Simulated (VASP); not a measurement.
A run of VASP 6.6.1 is set up as follows.

INCAR

```
ALGO = Normal ; EDIFF = 1E-7
EDIFFG = -0.01 ; ENCUT = 600
GGA = PS ; IBRION = 2
ISIF = 2 ; ISMEAR = 0
KPAR = 2 ; LASPH = T
LCHARG = F ; LREAL = F
LWAVE = F ; NELM = 80
NSW = 40 ; PREC = Accurate
SIGMA = 0.03
```

File KPOINTS:

```
k-points
0
Gamma
  4 4 4
```

File POSCAR:

```
Cs2AgBiBr6                              
1.0
    0.0000000000      5.6306547227      5.6306547227
    5.6306547227      0.0000000000      5.6306547227
    5.6306547227      5.6306547227      0.0000000000
  Cs              Ag              Bi              Br            
     2     1     1     6
Direct
     0.2500000000000000    0.2500000000000000    0.2500000000000000
     0.7500000000000000    0.7500000000000000    0.7500000000000000
     0.5000000000000000    0.5000000000000000    0.5000000000000000
     0.0000000000000000    0.0000000000000000    0.0000000000000000
     0.2539881987594086    0.7460118012405914    0.2539881987594086
     0.2539881987594086    0.7460118012405914    0.7460118012405914
     0.7460118012405914    0.2539881987594086    0.7460118012405914
     0.7460118012405914    0.2539881987594086    0.2539881987594086
     0.2539881987594086    0.2539881987594086    0.7460118012405914
     0.7460118012405914    0.7460118012405914    0.2539881987594086
```

Potentials or basis: VASP PAW PBE potentials, release 64 (Cs_sv, Ag, Bi_d, Br).

The run is started by

```bash
$ cat potpaw_PBE.64/Cs_sv/POTCAR potpaw_PBE.64/Ag/POTCAR potpaw_PBE.64/Bi_d/POTCAR potpaw_PBE.64/Br/POTCAR > POTCAR
$ mpirun -np 2 vasp_std > vasp.out
```

Estimate the band gap on the k mesh.

1.13 eV, indirect (least direct gap 2.33 eV).

What does it give for the energy gained by relaxing?

0.1 meV/atom.

Final structure:
```
CELL_PARAMETERS angstrom
0.00000 5.63065 5.63065
5.63065 0.00000 5.63065
5.63065 5.63065 0.00000
ATOMIC_POSITIONS crystal
Cs 0.25000 0.25000 0.25000
Cs 0.75000 0.75000 0.75000
Ag 0.50000 0.50000 0.50000
Bi 0.00000 0.00000 0.00000
Br 0.25346 0.74654 0.25346
Br 0.25346 0.74654 0.74654
Br 0.74654 0.25346 0.74654
Br 0.74654 0.25346 0.25346
Br 0.25346 0.25346 0.74654
Br 0.74654 0.74654 0.25346
```

Caveat: spin-orbit coupling is left out, which as a rule narrows the gap of such compounds by several tenths of an eV. A k mesh can miss the band edges.
